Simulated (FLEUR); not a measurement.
# CuI (Marshite) (F-43m) in FLEUR: settings compared

One crystal, CuI (Marshite), is run at these levels: LDA+U, PBE, LDA (von Barth-Hedin); tasks: band structure, density of states, equation of state.

Everything below comes from runs of FLEUR MaX-R8.1 (patched build s14). Logs are shortened: lines on timing, memory, paths and dates and some standing lists are left out, and cuts for length are marked.

## 1. The structure

The structure is cubic, space group F-43m (No. 216). Conventional cell: a = 6.063 Å, b = 6.063 Å, c = 6.063 Å, α = 90.00°, β = 90.00°, γ = 90.00°. I (site symmetry -43m) is surrounded by 4 Cu at 2.63 Å. Cu (site symmetry -43m) has 4 I at 2.63 Å as nearest neighbours.

## 2. Band structure, LDA+U, spin-orbit coupling, no magnetisation

File inp.xml:

```xml
<?xml version="1.0" encoding="UTF-8" standalone="no"?>
<fleurInput fleurInputVersion="0.39">
   <comment>
      CuI                                                                                                 
   </comment>
   <calculationSetup>
      <cutoffs Kmax="4.0" Gmax="20.0" GmaxXC="20.0" numbands="all"/>
      <scfLoop itmax="100" minDistance="0.0002" maxIterBroyd="50" imix="Anderson" alpha="0.05" precondParam="0.0" spinf="2.0"/>
      <coreElectrons ctail="T" frcor="F" kcrel="0" coretail_lmax="0"/>
      <xcFunctional name="vwn" relativisticCorrections="F"/>
      <magnetism jspins="1"/>
      <soc l_soc="T" theta="0.0" phi="0.0" spav="F"/>
      <expertModes spex="0" secvar="F"/>
      <geometryOptimization l_f="F" forcealpha="1.0" forcemix="BFGS" epsdisp="0.00001" epsforce="0.00001"/>
      <ldaU l_linMix="F" mixParam="0.05" spinf="1.0"/>
   </calculationSetup>
   <cell>
      <bzIntegration valenceElectrons="42.0" mode="gauss" fermiSmearingEnergy="0.00367493">
         <kPointListSelection listName="default-1"/>
         <!-- k-points included here -->
         <xi:include xmlns:xi="http://www.w3.org/2001/XInclude" href="kpts.xml"> </xi:include>
      </bzIntegration>
      <!-- symmetry operations included here -->
      <xi:include xmlns:xi="http://www.w3.org/2001/XInclude" href="sym.xml"> </xi:include>
[... 32 lines left out ...]
            <stateOccupation state="(4s1/2)" spinUp="0.500000" spinDown="0.500000"/>
         </electronConfig>
         <energyParameters s="4" p="4" d="3" f="4"/>
         <ldaU l="2" U="6" J="0.9" l_amf="F"/>
         <lo type="SCLO" l="0" n="3" eDeriv="0"/>
         <lo type="SCLO" l="1" n="3" eDeriv="0"/>
         <lo type="SCLO" l="1" n="3" eDeriv="1"/>
         <lo type="SCLO" l="3" n="4" eDeriv="2"/>
      </species>
   </atomSpecies>
   <atomGroups>
      <atomGroup species="Iodine (I)">
         <relPos label="                   1">.0000000000 .0000000000 .0000000000</relPos>
         <force calculate="T" relaxXYZ="TTT"/>
      </atomGroup>
      <atomGroup species="Copper (Cu)">
         <relPos label="                   2">-1.000/4.000 -1.000/4.000 -1.000/4.000</relPos>
         <force calculate="T" relaxXYZ="TTT"/>
      </atomGroup>
   </atomGroups>
   <output dos="F" band="F" slice="F">
      <checks vchk="F" cdinf="F"/>
      <bandDOS minEnergy="-.5*Htr" maxEnergy="0.5*Htr" sigma="0.015" storeEVData="T"/>
      <vacuumDOS vacdos="F" integ="F" star="F" nstars="0" locx1="0.0" locy1="0.0" locx2="0.0" locy2="0.0" nstm="0" tworkf="0.0"/>
      <unfoldingBand unfoldBand="F" supercellX="1" supercellY="1" supercellZ="1"/>
      <plotting iplot="0" polar="F">
         <plot TwoD="T" vec1="  1.0  0.0  0.0" vec2="  0.0  1.0  0.0" vec3="  0.0  0.0  1.0" zero="  0.0  0.0  0.0" file="plot"/>
      </plotting>
      <chargeDensitySlicing numkpt="0" minEigenval="0.0" maxEigenval="0.0" nnne="0" pallst="F"/>
      <specialOutput eonly="F"/>
      <magneticCircularDichroism mcd="F" energyLo="-10.0" energyUp="0.0"/>
   </output>
  <!-- We include the file relax.xml here to enable relaxations (see documentation) -->
  <xi:include xmlns:xi="http://www.w3.org/2001/XInclude" href="relax.xml"> <xi:fallback/> </xi:include>
</fleurInput>
```

File crystal.txt:

```
CuI
&input cartesian=F /
0.0000000000  3.0315000000  3.0315000000
3.0315000000  0.0000000000  3.0315000000
3.0315000000  3.0315000000  0.0000000000
1.8897261246
1.0 1.0 1.0

2
53 0.0000000000  0.0000000000  0.0000000000
29 0.7500000000  0.7500000000  0.7500000000

&soc 0.0 0.0 /
&kpt div1=5 div2=5 div3=5 gamma=T /
```

File inp.xml (bands):

```
<?xml version="1.0" encoding="UTF-8" standalone="no"?>
<fleurInput fleurInputVersion="0.39">
   <comment>
      CuI                                                                                                 
   </comment>
   <calculationSetup>
      <cutoffs Kmax="4.0" Gmax="20.0" GmaxXC="20.0" numbands="all"/>
      <scfLoop itmax="100" minDistance="0.0002" maxIterBroyd="50" imix="Anderson" alpha="0.05" precondParam="0.0" spinf="2.0"/>
      <coreElectrons ctail="T" frcor="F" kcrel="0" coretail_lmax="0"/>
      <xcFunctional name="vwn" relativisticCorrections="F"/>
      <magnetism jspins="1"/>
      <soc l_soc="T" theta="0.0" phi="0.0" spav="F"/>
      <expertModes spex="0" secvar="F"/>
      <geometryOptimization l_f="F" forcealpha="1.0" forcemix="BFGS" epsdisp="0.00001" epsforce="0.00001"/>
      <ldaU l_linMix="F" mixParam="0.05" spinf="1.0"/>
   </calculationSetup>
   <cell>
      <bzIntegration valenceElectrons="42.0" mode="gauss" fermiSmearingEnergy="0.00367493">
         <kPointListSelection listName="path-1"/>
         <!-- k-points included here -->
         <xi:include xmlns:xi="http://www.w3.org/2001/XInclude" href="kpts.xml"> </xi:include>
      </bzIntegration>
      <!-- symmetry operations included here -->
      <xi:include xmlns:xi="http://www.w3.org/2001/XInclude" href="sym.xml"> </xi:include>
      <bulkLattice scale="1.0">
         <bravaisMatrix>
[... 30 lines left out ...]
            <stateOccupation state="(4s1/2)" spinUp="0.500000" spinDown="0.500000"/>
         </electronConfig>
         <energyParameters s="4" p="4" d="3" f="4"/>
         <ldaU l="2" U="6" J="0.9" l_amf="F"/>
         <lo type="SCLO" l="0" n="3" eDeriv="0"/>
         <lo type="SCLO" l="1" n="3" eDeriv="0"/>
         <lo type="SCLO" l="1" n="3" eDeriv="1"/>
         <lo type="SCLO" l="3" n="4" eDeriv="2"/>
      </species>
   </atomSpecies>
   <atomGroups>
      <atomGroup species="Iodine (I)">
         <relPos label="                   1">.0000000000 .0000000000 .0000000000</relPos>
         <force calculate="T" relaxXYZ="TTT"/>
      </atomGroup>
      <atomGroup species="Copper (Cu)">
         <relPos label="                   2">-1.000/4.000 -1.000/4.000 -1.000/4.000</relPos>
         <force calculate="T" relaxXYZ="TTT"/>
      </atomGroup>
   </atomGroups>
   <output dos="F" band="T" slice="F">
      <checks vchk="F" cdinf="F"/>
      <bandDOS minEnergy="-.5*Htr" maxEnergy="0.5*Htr" sigma="0.015" storeEVData="T"/>
      <vacuumDOS vacdos="F" integ="F" star="F" nstars="0" locx1="0.0" locy1="0.0" locx2="0.0" locy2="0.0" nstm="0" tworkf="0.0"/>
      <unfoldingBand unfoldBand="F" supercellX="1" supercellY="1" supercellZ="1"/>
      <plotting iplot="0" polar="F">
         <plot TwoD="T" vec1="  1.0  0.0  0.0" vec2="  0.0  1.0  0.0" vec3="  0.0  0.0  1.0" zero="  0.0  0.0  0.0" file="plot"/>
      </plotting>
      <chargeDensitySlicing numkpt="0" minEigenval="0.0" maxEigenval="0.0" nnne="0" pallst="F"/>
      <specialOutput eonly="F"/>
      <magneticCircularDichroism mcd="F" energyLo="-10.0" energyUp="0.0"/>
   </output>
  <!-- We include the file relax.xml here to enable relaxations (see documentation) -->
  <xi:include xmlns:xi="http://www.w3.org/2001/XInclude" href="relax.xml"> <xi:fallback/> </xi:include>
</fleurInput>
```

Potentials or basis: all-electron, FLAPW.

Command:

```bash
inpgen -f crystal.txt -profile fast
# inp.xml edited to the form shown
fleur
fleur   # second run, on inp.xml (bands)
```

Log:

```text
Welcome to FLEUR        (www.flapw.de)
      MaX-Release 8.1          (www.max-centre.eu)

 ========== k-point set info ==========
 Selected k-point list: default-1
 k-point list type: mesh
 5 x 5 x 5
 Number of k points: 33

 ------------Calculation Setup---------------------------
 Number of OMP-threads    :            1
 Number of basis functions:          495
 Approximate size of matrices (H+S) per k-point:         0.007 GB
 --------------------------------------------------------
 no density matrix found ... skipping LDA+U
 Reset of history
 Iteration:     1   Distance:      11.12401224 me/bohr^3
 Iteration:     2   Distance:       4.82878618 me/bohr^3
 Iteration:     3   Distance:       4.53661555 me/bohr^3
 Iteration:     4   Distance:       1.61983856 me/bohr^3
 Iteration:     5   Distance:       0.66141648 me/bohr^3
 Iteration:     6   Distance:       0.34197855 me/bohr^3
 Iteration:     7   Distance:       0.12904130 me/bohr^3
 Iteration:     8   Distance:       0.02048812 me/bohr^3
 Iteration:     9   Distance:       0.01674726 me/bohr^3
 Iteration:    10   Distance:       0.00460024 me/bohr^3
 Iteration:    11   Distance:       0.00049215 me/bohr^3
 Iteration:    12   Distance:       0.00035018 me/bohr^3
 Iteration:    13   Distance:       0.00024906 me/bohr^3
 Iteration:    14   Distance:       0.00001645 me/bohr^3

 ********************************************************************
 Run finished successfully
 Stop message:
   all done
 ********************************************************************
```

output (bands):

```text
Welcome to FLEUR        (www.flapw.de)
      MaX-Release 8.1          (www.max-centre.eu)

 ========== k-point set info ==========
 Selected k-point list: path-1
 k-point list type: path
 Number of k points: 60

 ------------Calculation Setup---------------------------
 Number of OMP-threads    :            1
 Number of basis functions:          503
 Approximate size of matrices (H+S) per k-point:         0.008 GB
 --------------------------------------------------------
 Fermi energy correction for metals:
 Fermi energy in bands.* files may not be consistent with last density.
 Please correct it manually (e.g. in band.gnu file).

 Note: Band structure data (together with different weights) is also stored in the banddos.hdf file.
       A convenient way of extracting and plotting the data from that file is by making use of the

 ********************************************************************
 Run finished successfully
 Stop message:
   Charge density postprocessing done.
 ********************************************************************
```

out.xml (last iteration):

```text
<iteration numberForCurrentRun="   14" overallNumber="   14">
         <energyParameters units="Htr">
            <atomicEP atomType="1" spin="1" branch="5s" branchLowest="-6.27" branchHighest="0.38" value="-0.3579302173"/>
            <atomicEP atomType="1" spin="1" branch="5p" branchLowest="-4.32" branchHighest="1.14" value="-0.0458041136"/>
            <atomicEP atomType="1" spin="1" branch="5d" branchLowest="-1.48" branchHighest="2.45" value="0.1918874232"/>
            <atomicEP atomType="1" spin="1" branch="4f" branchLowest="-9.99" branchHighest="1.46" value="0.3497212245"/>
            <loAtomicEP atomType="1" spin="1" branch="4p" branchLowest="-31.18" branchHighest="-4.32" value="-4.3262284278"/>
            <loAtomicEP atomType="1" spin="1" branch="4p" branchLowest="-31.18" branchHighest="-4.32" value="-4.3262284278"/>
            <loAtomicEP atomType="1" spin="1" branch="4d" branchLowest="-21.91" branchHighest="-1.48" value="-1.4997599593"/>
            <loAtomicEP atomType="1" spin="1" branch="4d" branchLowest="-21.91" branchHighest="-1.48" value="-1.4997599593"/>
            <loAtomicEP atomType="1" spin="1" branch="5s" branchLowest="-6.27" branchHighest="0.38" value="-0.3579302173"/>
            <loAtomicEP atomType="1" spin="1" branch="4f" branchLowest="-9.99" branchHighest="1.46" value="0.3497162389"/>
            <atomicEP atomType="2" spin="1" branch="4s" branchLowest="-3.85" branchHighest="1.57" value="0.0625967635"/>
            <atomicEP atomType="2" spin="1" branch="4p" branchLowest="-2.29" branchHighest="2.20" value="0.2145926881"/>
            <atomicEP atomType="2" spin="1" branch="3d" branchLowest="-9.99" branchHighest="0.24" value="0.1374682231"/>
            <atomicEP atomType="2" spin="1" branch="4f" branchLowest="-9.99" branchHighest="3.70" value="0.5421432558"/>
            <loAtomicEP atomType="2" spin="1" branch="3s" branchLowest="-38.62" branchHighest="-3.85" value="-3.8521317070"/>
            <loAtomicEP atomType="2" spin="1" branch="3p" branchLowest="-33.32" branchHighest="-2.29" value="-2.3054341538"/>
            <loAtomicEP atomType="2" spin="1" branch="3p" branchLowest="-33.32" branchHighest="-2.29" value="-2.3054341538"/>
            <loAtomicEP atomType="2" spin="1" branch="4f" branchLowest="-9.99" branchHighest="3.70" value="0.5421420147"/>
         </energyParameters>
         <eigenvalues>
            <eigenvaluesAt spin="1" ikpt="1" k_x="0.00000000" k_y="0.00000000" k_z="0.00000000">
                      -4.5853827103       -4.5853827102       -4.1995626753       -4.1995626752       -4.1995626619
                      -4.1995626616       -3.8521277047       -3.8521277047       -2.3672340878       -2.3672340878
                      -2.2732488432       -2.2732488432       -2.2732484716       -2.2732484716       -1.5369914120
                      -1.5369914045       -1.5369913986       -1.5369913898       -1.4739430809       -1.4739430713
                      -1.4738281011       -1.4738280954       -1.4738280890       -1.4738280736       -0.3390629556
                      -0.3390629556        0.0092987369        0.0094035580        0.0207800547        0.0208138035
[... 105 lines left out ...]
                       1.6067820459        1.6067820791        1.6289968302        1.6290138921        1.6338726979
                       1.6343855348        1.7031247420        1.7031248669        1.7054700023        1.7055475186
                       1.7456071768        1.7456074119
            </eigenvaluesAt>
[... 20 lines left out ...]
            <state n="3" l="2" j="2.5" energy="-21.7366670915" weight="3.0000000000"/>
         </coreStates>
         <coreStates atomType="     2" atomicNumber=" 29" spin="1" kinEnergy="   1459.8155009345" eigValSum="   -925.6076235321" lostElectrons=" 0.000000">
            <state n="1" l="0" j="0.5" energy="-324.1993725708" weight="1.0000000000"/>
            <state n="2" l="0" j="0.5" energy="-38.6159884264" weight="1.0000000000"/>
            <state n="2" l="1" j="0.5" energy="-33.8305004299" weight="1.0000000000"/>
            <state n="2" l="1" j="1.5" energy="-33.0789751695" weight="2.0000000000"/>
         </coreStates>
         <allElectronCharges>
            <spinDependentCharge spin="1" total="81.9999997" interstitial="3.9053717" mtSpheres="78.0946281"/>
            <totalCharge value="81.9999997366"/>
         </allElectronCharges>
         <totalEnergy                                    value="    -8765.6973540488" units="Htr">
            <sumOfEigenvalues                            value="    -5281.0474830409">
               <coreElectrons value="-5218.8063015073"/>
               <valenceElectrons value="-62.2411815336"/>
            </sumOfEigenvalues>
            <densityCoulombPotentialIntegral value="-14176.9073516158"/>
            <densityEffectivePotentialIntegral value="-14496.3364778373"/>
            <chargeDenXCDenIntegral value="-240.9525193374"/>
            <FockExchangeEnergyValence value="0.0000000000"/>
            <FockExchangeEnergyCore value="0.0000000000"/>
            <atomTypeDependentContributions atomType="1">
               <electronNucleiInteractionDifferentMTs value="8621.3585527022"/>
               <MadelungTerm value="-33.4104570257"/>
            </atomTypeDependentContributions>
            <atomTypeDependentContributions atomType="2">
               <electronNucleiInteractionDifferentMTs value="1987.9520242344"/>
               <MadelungTerm value="-9.6853537325"/>
            </atomTypeDependentContributions>
            <dftUCorrection value="-0.8262339948"/>
            <tkbTimesEntropy value="0.0000000000"/>
            <freeEnergy value="-8765.6973540488"/>
            <extrapolationTo0K value="-8765.6973540488"/>
         </totalEnergy>
         <ldaUDensityMatrix>
            <densityMatrixFor spin="1" atomType="2" uIndex="1" l="2" U="6.00000000" J="0.90000000">
               (+1.87389,+0.00000) (+0.00000,+0.00000) (+0.00000,+0.00000) (+0.00000,+0.00000) (-0.00667,+0.00000)
               (+0.00000,+0.00000) (+1.88178,+0.00000) (+0.00000,+0.00000) (+0.00000,+0.00000) (+0.00000,+0.00000)
               (+0.00000,+0.00000) (+0.00000,+0.00000) (+1.86995,+0.00000) (+0.00000,+0.00000) (+0.00000,+0.00000)
               (+0.00000,+0.00000) (+0.00000,+0.00000) (+0.00000,+0.00000) (+1.88479,+0.00000) (+0.00000,+0.00000)
               (-0.00667,+0.00000) (+0.00000,+0.00000) (+0.00000,+0.00000) (+0.00000,+0.00000) (+1.87934,+0.00000)
            </densityMatrixFor>
         </ldaUDensityMatrix>
         <ldaUDensityMatrixConvergence>
            <distance spin="1" distance="0.000001"/>
         </ldaUDensityMatrixConvergence>
         <densityConvergence units="me/bohr^3">
            <chargeDensity spin="1" distance="0.0000164517"/>
         </densityConvergence>
      </iteration>
```

Run time: 9.5 min. Hardware: 1 thread of Intel Xeon Platinum 8259CL at 2.50GHz (Skylake/Cascade Lake), shared host; peak memory 0.21 GiB.

Results:

- Free energy: -238526.7764 eV
- Band gap on the k mesh: 1.40 eV, direct
- Band gap along the path: 1.40 eV, direct
- Valence electrons inside the program's atomic spheres: I 20.18; Cu 17.91 (radii I 2.36, Cu 2.23 bohr)

Levels at the corners of the path, in eV from the valence-band top:
```tsv
point	band 40	band 41	band 42	band 43	band 44	band 45
Γ	0.00	0.00	0.00	1.40	1.40	5.28
X	-2.21	-1.93	-1.93	2.88	2.88	3.18
W	-2.48	-1.91	-1.89	4.62	4.85	4.99
K	-2.21	-1.72	-1.69	3.34	3.35	4.83
Γ	0.00	0.00	0.00	1.40	1.40	5.28
L	-1.14	-0.82	-0.82	2.47	2.47	5.77
U	-2.21	-1.72	-1.69	3.34	3.35	4.83
W	-2.48	-1.91	-1.89	4.62	4.85	4.99
L	-1.14	-0.82	-0.82	2.47	2.47	5.77
K	-2.21	-1.72	-1.69	3.34	3.35	4.83
U	-2.21	-1.72	-1.69	3.34	3.35	4.83
X	-2.21	-1.93	-1.93	2.88	2.88	3.18
```

Core levels (eV from the Fermi level):
```tsv
atom	levels
1 I	1s1/2 -32920.5, 2s1/2 -5082.0, 2p1/2 -4770.4, 2p3/2 -4472.0, 3s1/2 -1021.7, 3p1/2 -892.6, 3p3/2 -836.5, 4s1/2 -175.4, 3d3/2 -608.2, 3d5/2 -596.4
2 Cu	1s1/2 -8826.8, 2s1/2 -1055.7, 2p1/2 -925.5, 2p3/2 -905.0
```

[end of part 1 of 3]
